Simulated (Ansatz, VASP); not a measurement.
One calculation of AlP, two programs

POSCAR

```
AlP
1.0
    0.0000000000      2.7630028800      2.7630028800
    2.7630028800      0.0000000000      2.7630028800
    2.7630028800      2.7630028800      0.0000000000
Al P
1 1
Direct
    0.0000000000      0.0000000000      0.0000000000
    0.7500000000      0.7500000000      0.7500000000
```

File INCAR.step1:

```
  ALGO = Normal
  EDIFF = 1E-4
  ENCUT = 520
  GGA = PE
  ISMEAR = 0
  LASPH = T
  LCHARG = F
  LREAL = F
  LWAVE = T
  NBANDS = 11
  NELM = 100
  PREC = Accurate
  SIGMA = 0.02
```

INCAR.step2

```
  ALGO = Normal
  EDIFF = 1E-7
  ENCUT = 520
  ISIF = 2
  ISMEAR = 0
  ISTART = 1
  LASPH = T
  LCHARG = F
  LMIXTAU = T
  LREAL = F
  LWAVE = F
  METAGGA = R2SCAN
  NBANDS = 11
  NELM = 100
  PREC = Accurate
  SIGMA = 0.02
```

File KPOINTS:

```
k-points
0
Gamma
  8 8 8
```

Input for Ansatz:

```yaml
crystal:
  lattice:
    - [0.0, 2.76300288, 2.76300288]
    - [2.76300288, 0.0, 2.76300288]
    - [2.76300288, 2.76300288, 0.0]
  atoms:
    - { symbol: Al, position: [0.0, 0.0, 0.0] }
    - { symbol: P, position: [0.75, 0.75, 0.75] }
basis:
  ecutwfc: 500
kpoints:
  mp_grid: { grid: [8, 8, 8] }
hamiltonian:
  xc: r2scan
scf:
  occupations: { method: gaussian, width: 0.02 }
output:
  forces: true
  stress: true
  eigenvalues: true
```

Alike in both runs: task single point; functional r2SCAN; k mesh 8 × 8 × 8; occupations gaussian, width 0.02 eV; no spin polarisation.

|  | VASP | Ansatz |
| --- | --- | --- |
| version | VASP 6.6.1 | Ansatz 0.2.0 |
| potentials or method | VASP PAW PBE potentials, release 64 (Al, P) | scalar-relativistic, plane waves, PAW |
| plane-wave cutoff (eV) | 520 | 500 |
| valence electrons in the cell | 8 | 8 |

Ansatz gave:

* gap on the k mesh at the Fermi level (eV): 1.97
* least direct gap on the mesh (eV): 3.67
* pressure (GPa): -2.2

What did VASP give for the same quantities?

gap on the k mesh at the Fermi level (eV): 1.97; least direct gap on the mesh (eV): 3.67; pressure (GPa): -2.5.

With one functional, cell and mesh, what is left measures potentials, basis and numerics.

Caveats: the PAW data sets were made with another functional, which shifts forces and pressure a little (VASP). A k mesh can miss the band edges.
